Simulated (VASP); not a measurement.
# Dielectric function of BN

Aim: the dielectric function of BN for independent particles, and its static limit with local fields. The cell has space group P6_3/mmc. The start is a cell from a database of measured crystal structures.

Program: VASP 6.6.1. Level of theory: PBE; plane waves and PAW (N, B), in the first sound run; inputs show where later runs differ. Results are calculated unless marked as measured.

The database entry behind the starting cell differs from later determinations by our own check (about 0.3 % short, minor phase), so it need not match the best structure at ambient conditions.

### 1. Set-up

It takes space group P6_3/mmc (No. 194, hexagonal). The conventional cell has a = 2.498 Å, b = 2.498 Å, c = 6.636 Å, α = 90.00°, β = 90.00°, γ = 120.00°. Nearest to N lie 3 B at 1.44 Å. B has 3 N at 1.44 Å nearest. Farther neighbours and most contacts between anions are not listed.

Structure file:

```cif
data_structure
_symmetry_space_group_name_H-M 'P 1'
_symmetry_Int_Tables_number 1
_cell_length_a 2.4982
_cell_length_b 2.4982
_cell_length_c 6.6357
_cell_angle_alpha 90.000
_cell_angle_beta 90.000
_cell_angle_gamma 120.000
_cell_volume 35.87
loop_
_atom_site_label
_atom_site_type_symbol
_atom_site_fract_x
_atom_site_fract_y
_atom_site_fract_z
_atom_site_occupancy
N1 N 0.66667 0.33333 0.25000 1
N2 N 0.33333 0.66667 0.75000 1
B3 B 0.66667 0.33333 0.75000 1
B4 B 0.33333 0.66667 0.25000 1
```

### 2. Ground state

The ground state comes first.

Input file INCAR:

```
SYSTEM = BN
PREC = Accurate
ENCUT = 520
EDIFF = 1E-07
NELM = 100
ISMEAR = 0
SIGMA = 0.05
LREAL = .FALSE.
ALGO = Normal
GGA = PE
NBANDS = 14
LORBIT = 11
LWAVE = .FALSE.
LCHARG = .FALSE.
KPAR = 4
```

Input file POSCAR:

```
BN
1.0
    2.4982400000      0.0000000000      0.0000000000
   -1.2491200000      2.1635393048      0.0000000000
    0.0000000000      0.0000000000      6.6357000000
N B
2 2
Direct
    0.6666666667      0.3333333333      0.2500000000
    0.3333333333      0.6666666667      0.7500000000
    0.6666666667      0.3333333333      0.7500000000
    0.3333333333      0.6666666667      0.2500000000
```

Input file KPOINTS:

```
Automatic mesh
0
Gamma
10 10 4
0 0 0
```

PAW data sets: N and B (PBE family, release 64).

On the command line:

```sh
$ mpirun -np 4 vasp_std
```

The program printed:

```text
[banner, memory and clock lines left out]
running    4 mpi-ranks, on    1 nodes
 distrk:  each k-point on    1 cores,    4 groups
 distr:  one band on    1 cores,    1 groups

 POSCAR found type information on POSCAR N B
 POSCAR found :  2 types and       4 ions
 LDA part: xc-table for (Slater+PW92), standard interpolation
 POSCAR, INCAR and KPOINTS ok, starting setup
 FFT: planning ... GRIDC
 FFT: planning ... GRID_SOFT
 FFT: planning ... GRID
 WAVECAR not read
 entering main loop
       N       E                     dE             d eps       ncg     rms          rms(c)
DAV:   1     0.551387534739E+02    0.55139E+02   -0.81423E+03  1184   0.106E+03
DAV:   2    -0.348753631048E+02   -0.90014E+02   -0.80909E+02  1678   0.241E+02
DAV:   3    -0.387212875843E+02   -0.38459E+01   -0.38269E+01  1554   0.506E+01
DAV:   4    -0.387526096372E+02   -0.31322E-01   -0.31316E-01  1404   0.498E+00
DAV:   5    -0.387529886210E+02   -0.37898E-03   -0.37894E-03  1560   0.528E-01    0.113E+01
DAV:   6    -0.355114989556E+02    0.32415E+01   -0.63814E+00  1428   0.200E+01    0.511E+00
DAV:   7    -0.352204380842E+02    0.29106E+00   -0.54232E-01  1500   0.599E+00    0.316E+00
DAV:   8    -0.351433951596E+02    0.77043E-01   -0.26652E-01  1392   0.365E+00    0.439E-01
DAV:   9    -0.351395162472E+02    0.38789E-02   -0.14785E-02  1326   0.101E+00    0.193E-01
DAV:  10    -0.351404341580E+02   -0.91791E-03   -0.12404E-03  1338   0.289E-01    0.341E-02
DAV:  11    -0.351405378437E+02   -0.10369E-03   -0.11652E-04  1434   0.932E-02    0.247E-02
DAV:  12    -0.351405449743E+02   -0.71305E-05   -0.28598E-05  1302   0.418E-02    0.370E-03
DAV:  13    -0.351405451023E+02   -0.12808E-06   -0.99194E-07  1530   0.793E-03    0.951E-04
DAV:  14    -0.351405452086E+02   -0.10630E-06   -0.15692E-07  1196   0.300E-03    0.222E-04
DAV:  15    -0.351405452099E+02   -0.12201E-08   -0.48112E-09   840   0.589E-04
   1 F= -.35140545E+02 E0= -.35140545E+02  d E =-.707349E-16
```

It took 7.4 s on 4 MPI ranks of Intel Xeon Platinum 8559C (Emerald Rapids), shared host; peak memory 0.58 GiB; 25 s of CPU time.

The logs omit lines about the potential files and the build; timing stands in the text.

Parts of OUTCAR (step 2):

```text
ion  position               nearest neighbor table
   1  0.667  0.333  0.250-   4 1.44   4 1.44   4 1.44
   2  0.333  0.667  0.750-   3 1.44   3 1.44   3 1.44
   3  0.667  0.333  0.750-   2 1.44   2 1.44   2 1.44
   4  0.333  0.667  0.250-   1 1.44   1 1.44   1 1.44

  LATTYP: Found a hexagonal cell.
 ALAT       =     2.4982400000
 C/A-ratio  =     2.6561499296

 Subroutine GETGRP returns: Found 24 space group operations
 (whereof 12 operations were pure point group operations)

The static configuration has the point symmetry D_3d.
 The point group associated with its full space group is D_6h.

 Found     42 irreducible k-points:

   k-points           NKPTS =     42   k-points in BZ     NKDIM =     42   number of bands    NBANDS=     14

   dimension x,y,z NGX =    20 NGY =   20 NGZ =   50
   dimension x,y,z NGXF=    40 NGYF=   40 NGZF=  100

   ENCUT  =  520.0 eV  38.22 Ry    6.18 a.u.   4.65  4.65 12.34*2*pi/ulx,y,z

   NELECT =      16.0000    total number of electrons

 k-points in reciprocal lattice and weights: Automatic mesh
   0.00000000  0.00000000  0.00000000       0.003
   0.10000000  0.00000000  0.00000000       0.015
   0.20000000  0.00000000  0.00000000       0.015
   0.30000000  0.00000000  0.00000000       0.015
   0.40000000 -0.00000000  0.00000000       0.015
   0.50000000  0.00000000  0.00000000       0.007
   0.10000000  0.10000000  0.00000000       0.015
   0.20000000  0.10000000  0.00000000       0.030
   0.30000000  0.10000000  0.00000000       0.030
[...]
0.40000000  0.20000000  0.50000000       0.015
   0.30000000  0.30000000  0.50000000       0.015

 average (electrostatic) potential at core
       1 -64.8425       2 -64.8425       3 -28.9267       4 -28.9267

 E-fermi :   2.6200

 k-point     1 :       0.0000    0.0000    0.0000
  band No.  band energies     occupation
    ...
      4      -1.8187      2.00000
      5       0.9902      2.00000
      6       0.9902      2.00000
      7       1.0271      2.00000
      8       1.0271      2.00000
      9       7.5744      0.00000
     10      12.6567      0.00000
     11      13.9215      0.00000
     12      13.9215      0.00000
     13      14.0451      0.00000
    ...

 k-point     2 :       0.1000    0.0000    0.0000
  band No.  band energies     occupation
    ...
      4      -1.5764      2.00000
      5       0.1997      2.00000
      6       0.2319      2.00000
      7       0.6210      2.00000
      8       0.6638      2.00000
      9       7.9253      0.00000
     10      12.5183      0.00000
     11      13.6967      0.00000
     12      13.9498      0.00000
     13      14.6816      0.00000
    ...

 k-point     3 :       0.2000    0.0000    0.0000
  band No.  band energies     occupation
    ...
      4      -1.6921      2.00000
      5      -1.6449      2.00000
      6      -0.8717      2.00000
      7      -0.2076      2.00000
      8      -0.1553      2.00000
      9       8.8206      0.00000
     10      11.8566      0.00000
     11      12.7929      0.00000
     12      13.2017      0.00000
     13      13.8405      0.00000
    ...

  Total        1.4358854      1.4358854      0.6371272      0.0000000     -0.0000000      0.0000000
  in kB       64.1423215     64.1423215     28.4610581      0.0000000     -0.0000000      0.0000000
  external PRESSURE =      52.2485670 kB  Pullay stress =       0.0000000 kB

  energy-cutoff  :      520.00
  volume of cell :       35.87
      direct lattice vectors                 reciprocal lattice vectors
     2.498240000  0.000000000  0.000000000     0.400281798  0.231102804  0.000000000
    -1.249120000  2.163539305  0.000000000     0.000000000  0.462205608  0.000000000
     0.000000000  0.000000000  6.635700000     0.000000000  0.000000000  0.150700002

 POSITION                                       TOTAL-FORCE (eV/Angst)
 -----------------------------------------------------------------------------------
      1.24912      0.72118      1.65892         0.000000     -0.000000      0.000000
     -0.00000      1.44236      4.97677         0.000000     -0.000000      0.000000
      1.24912      0.72118      4.97677        -0.000000     -0.000000      0.000000
     -0.00000      1.44236      1.65892        -0.000000      0.000000      0.000000
 -----------------------------------------------------------------------------------
    total drift:                                0.000000     -0.000000      0.000000

  FREE ENERGIE OF THE ION-ELECTRON SYSTEM (eV)
  ---------------------------------------------------
  free  energy   TOTEN  =       -35.1405452099 eV

  energy  without entropy=      -35.1405452099  energy(sigma->0) =      -35.14054521

 total charge
# of ion       s       p       d       tot
------------------------------------------
    1        1.227   2.804   0.000   4.031
    2        1.227   2.804   0.000   4.031
    3        0.748   1.435   0.000   2.183
    4        0.748   1.435   0.000   2.183
--------------------------------------------------
tot          3.950   8.479   0.000  12.428

[... 3 further parts left out ...]
```

The gap is read on the k-mesh alone, so it is an upper bound where the band edges lie off the mesh.

This step gave:

```
free energy (TOTEN)            : -35.14 eV
Fermi energy                   : 2.62 eV
pressure                       : 5.225 GPa
gap on the k-mesh              : 4.238 eV
least direct gap on the k-mesh : 4.679 eV
```

The cell has a gap of 4.24 eV on this mesh and a pressure of +5.2 GPa, which holds the misfit of the given cell and coordinates with this functional, and any error of cutoff, mesh and data sets.

### 3. Spectrum

LOPTICS sums the direct transitions; the mesh is finer and NBANDS larger than for the ground state.

INCAR, as its differences from that of step 2:

```diff
@@ -10,4 +10,3 @@
 GGA = PE
-NBANDS = 14
-LORBIT = 11
+NBANDS = 24
 LWAVE = .FALSE.
@@ -15 +14,4 @@
 KPAR = 4
+LOPTICS = .TRUE.
+NEDOS = 2000
+CSHIFT = 0.2
```

POSCAR is that of step 2.

Input file KPOINTS:

```
Automatic mesh
0
Gamma
14 14 5
0 0 0
```

On the command line:

```sh
$ mpirun -np 4 vasp_std
```

The program printed:

```text
[... set-up lines as in an earlier step ...]
 entering main loop
       N       E                     dE             d eps       ncg     rms          rms(c)
DAV:   1     0.434678767473E+02    0.43468E+02   -0.73033E+03  3464   0.615E+02
DAV:   2    -0.362591493287E+02   -0.79727E+02   -0.75097E+02  4376   0.177E+02
DAV:   3    -0.387430902001E+02   -0.24839E+01   -0.24668E+01  4376   0.271E+01
DAV:   4    -0.387529316327E+02   -0.98414E-02   -0.98411E-02  3840   0.191E+00
DAV:   5    -0.387529808330E+02   -0.49200E-04   -0.49200E-04  4360   0.115E-01    0.113E+01
DAV:   6    -0.355120643282E+02    0.32409E+01   -0.23585E+00  4232   0.117E+01    0.507E+00
DAV:   7    -0.352155544028E+02    0.29651E+00   -0.49312E-01  4464   0.412E+00    0.323E+00
DAV:   8    -0.351408642478E+02    0.74690E-01   -0.13147E-01  4464   0.209E+00    0.390E-01
DAV:   9    -0.351395304917E+02    0.13338E-02   -0.58673E-03  4024   0.558E-01    0.211E-01
DAV:  10    -0.351404897871E+02   -0.95930E-03   -0.11594E-03  4104   0.189E-01    0.377E-02
DAV:  11    -0.351405122318E+02   -0.22445E-04   -0.35843E-05  3952   0.448E-02    0.189E-02
DAV:  12    -0.351405408321E+02   -0.28600E-04   -0.33474E-05  3792   0.275E-02    0.429E-03
DAV:  13    -0.351405412450E+02   -0.41288E-06   -0.41763E-07  4312   0.356E-03    0.204E-03
DAV:  14    -0.351405413142E+02   -0.69238E-07   -0.72996E-08  3712   0.177E-03
   1 F= -.35140541E+02 E0= -.35140541E+02  d E =-.132929E-10
 optical routines
 imaginary and real dielectric function
 recalculating local potential from charge density
 direction            1
 direction            2
 direction            3
```

It took 15 s on 4 MPI ranks; peak memory 0.83 GiB; 56 s of CPU time.

Parts of OUTCAR (step 3):

```text
 Found     72 irreducible k-points:

   k-points           NKPTS =     72   k-points in BZ     NKDIM =     72   number of bands    NBANDS=     24

   NELECT =      16.0000    total number of electrons

 E-fermi :   2.5391

 k-point     1 :       0.0000    0.0000    0.0000
  band No.  band energies     occupation
    ...
      4      -1.8187      2.00000
      5       0.9901      2.00000
      6       0.9901      2.00000
      7       1.0271      2.00000
      8       1.0271      2.00000
      9       7.5744      0.00000
     10      12.6567      0.00000
     11      13.9215      0.00000
     12      13.9215      0.00000
     13      14.0450      0.00000
    ...

 k-point     2 :       0.0714    0.0000    0.0000
  band No.  band energies     occupation
    ...
      4      -1.6946      2.00000
      5       0.5737      2.00000
      6       0.6068      2.00000
      7       0.7942      2.00000
      8       0.8344      2.00000
      9       7.7589      0.00000
     10      12.5915      0.00000
     11      13.8105      0.00000
     12      13.9766      0.00000
     13      14.3642      0.00000
    ...

  Total        1.4363136      1.4363136      0.6380650      0.0000000     -0.0000000      0.0000000
  in kB       64.1614509     64.1614509     28.5029494      0.0000000     -0.0000000      0.0000000
  external PRESSURE =      52.2752837 kB  Pullay stress =       0.0000000 kB

 POSITION                                       TOTAL-FORCE (eV/Angst)
 -----------------------------------------------------------------------------------
      1.24912      0.72118      1.65892        -0.000000      0.000000      0.000000
     -0.00000      1.44236      4.97677        -0.000000      0.000000      0.000000
      1.24912      0.72118      4.97677        -0.000000      0.000000      0.000000
     -0.00000      1.44236      1.65892         0.000000      0.000000      0.000000
 -----------------------------------------------------------------------------------
    total drift:                                0.000000     -0.000000      0.000000

  FREE ENERGIE OF THE ION-ELECTRON SYSTEM (eV)
  ---------------------------------------------------
  free  energy   TOTEN  =       -35.1405413142 eV

  energy  without entropy=      -35.1405413142  energy(sigma->0) =      -35.14054131

 plasma frequency squared (from intraband transitions) (eV^2)
  --------------------------------------------------------------------------------------
       0.000       0.000       0.000
       0.000       0.000       0.000
       0.000       0.000       0.000

[... 7 parts as in an earlier step ...]

[... 6 further parts left out ...]
```

These are independent-particle spectra without excitons or local fields, and fine structure depends on the mesh and on CSHIFT.

This step gave:

- Fermi energy: 2.539 eV
- pressure: 5.228 GPa
- gap on the k-mesh: 4.253 eV
- least direct gap on the k-mesh: 4.690 eV

The imaginary dielectric function has structure finer than the step of the table below, so its rows give means over 1 eV, whole bins alone (the curve runs from 0 to 25.0 eV). Peaks (eV: height): xx 5.6: 10.4, 14.1: 7.92, 16.7: 4.24; zz 10.2: 7.05, 13.6: 4.68, 18.4: 1.51.

Absorption under the direct gap is the tail of the CSHIFT broadening, and fine structure depends on the mesh. Table of imaginary dielectric function by photon energy; means over each step:

```tsv
photon energy (eV)	xx	zz
1	0.0331	0.00837
2	0.0814	0.0193
3	0.188	0.0400
4	0.724	0.141
5	5.89	0.913
6	8.10	0.821
7	3.24	0.536
8	1.74	0.523
9	0.999	1.19
10	0.762	5.33
11	0.825	3.91
12	1.08	2.70
13	3.91	3.34
14	7.38	3.81
15	5.08	1.49
16	3.33	0.877
17	2.97	0.716
18	2.02	1.13
19	1.78	1.16
20	1.31	1.11
21	1.16	0.821
22	0.759	0.588
23	0.752	0.667
24	0.606	0.767
```

Table of real dielectric function by photon energy:

```tsv
photon energy (eV)	xx	zz
0	4.80	2.91
1	4.87	2.93
2	5.14	2.99
3	5.74	3.13
4	7.29	3.44
5	8.45	3.54
6	0.633	3.08
7	-0.811	3.22
8	0.435	3.82
9	1.45	5.25
10	2.22	5.19
11	3.04	1.46
12	4.18	0.545
13	6.52	2.41
14	2.52	-1.000
15	-1.79	-0.912
16	-0.276	-0.187
17	-2.01	0.405
18	-0.925	1.06
19	-0.931	0.364
20	-0.678	0.389
21	-0.811	0.221
22	-0.555	0.448
23	-0.238	0.694
24	-0.289	0.443
```

(Continued in part 2 of 3.)

[Lines on the potential files, build, host, timing and source positions are cut from VASP's logs without a mark.]

[Logs are printed without paths, hosts, clocks, repeated set-up lines and the standing remarks that a program may print on its own settings, such as how far it seeks lower states.]

[Hosts, paths, dates, database ids (printed as entryN), source tags and the programs' standing remarks are cut or masked in the printed files.]
